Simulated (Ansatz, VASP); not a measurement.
Given: the input of a run of VASP 6.6.1 on TiPt3.

INCAR

```
SYSTEM = TiPt3
PREC     = Accurate       ! precision mode
ENCUT    = 520            ! plane-wave cutoff, eV
EDIFF    = 1E-6           ! SCF threshold, eV
ISMEAR   = -1             ! smearing method
SIGMA    = 0.05           ! smearing width, eV
LREAL    = .FALSE.        ! projectors in reciprocal space
LASPH    = .TRUE.         ! aspherical terms in the spheres
NELM     = 100            ! most SCF steps
ALGO     = Normal         ! electronic algorithm
ISIF     = 2              ! what is computed and relaxed
LWAVE    = .FALSE.        ! write WAVECAR
LCHARG   = .TRUE.         ! write CHGCAR
GGA      = PS             ! functional
LELF     = .TRUE.         ! ELF
LVHAR    = .TRUE.       
NBANDS   = 29             ! bands
```

KPOINTS

```
regular mesh
0
G
  7 7 7
  0 0 0
```

POSCAR

```
TiPt3
1.0
    3.8174470657      0.0000000000      0.0000000000
    0.0000000000      3.8174470657      0.0000000000
    0.0000000000      0.0000000000      3.8174470657
Pt Ti
3 1
Direct
    0.5000000000      0.5000000000      0.0000000000
    0.5000000000      0.0000000000      0.5000000000
    0.0000000000      0.5000000000      0.5000000000
    0.0000000000      0.0000000000      0.0000000000
```

Potentials or basis: VASP PAW PBE potentials, release 64 (Pt, Ti_sv).

Run with:

```bash
$ cat potpaw_PBE.64/Pt/POTCAR potpaw_PBE.64/Ti_sv/POTCAR > POTCAR
$ mpirun -np 1 vasp_std > vasp.out
```

Q: Set up the same calculation for Ansatz 0.2.0. Potentials there: all-electron LAPW, scalar-relativistic.

A: As run (the cutoff follows the program's own potentials):

File input.yaml:

```yaml
crystal:
  lattice:
    - [3.8174470657, 0.0, 0.0]
    - [0.0, 3.8174470657, 0.0]
    - [0.0, 0.0, 3.8174470657]
  atoms:
    - { symbol: Pt, position: [0.5, 0.5, 0.0] }
    - { symbol: Pt, position: [0.5, 0.0, 0.5] }
    - { symbol: Pt, position: [0.0, 0.5, 0.5] }
    - { symbol: Ti, position: [0.0, 0.0, 0.0] }
kpoints:
  mp_grid: { grid: [7, 7, 7] }
scf:
  occupations: { method: fermi_dirac, width: 0.05 }
hamiltonian:
  xc: pbesol
  pseudopotentials: { kind: all_electron, lapw: { basis_error: 0.001 } }
output:
  forces: true
  stress: true
  eigenvalues: true
```

Potentials or basis: all-electron LAPW, scalar-relativistic.

Launch:

```bash
$ ansatz run input.yaml --threads 2 --pin off --max-ram 8192MiB --backend cpu --events-out ev --progress --plain --runs-dir out
```

Both were run:

|  | VASP | Ansatz | Ansatz less VASP |
| --- | --- | --- | --- |
| gap on the k mesh at the Fermi level (eV) | none | none | - |
| pressure (GPa) | 19.6 | 19.8 | +0.23 |

A gap of «none» marks a metal or a gap that the smearing closes. Ansatz ran all-electron here, so the differences hold the error of VASP's frozen core and of both bases.

Caveats: so large a pressure means that the cell lies far from this level's equilibrium, or that cutoff or potentials fall short (VASP); the potentials were made for another functional, which shifts forces and pressure (VASP). The runs have no spin-orbit coupling, so splittings on Pt are missing.
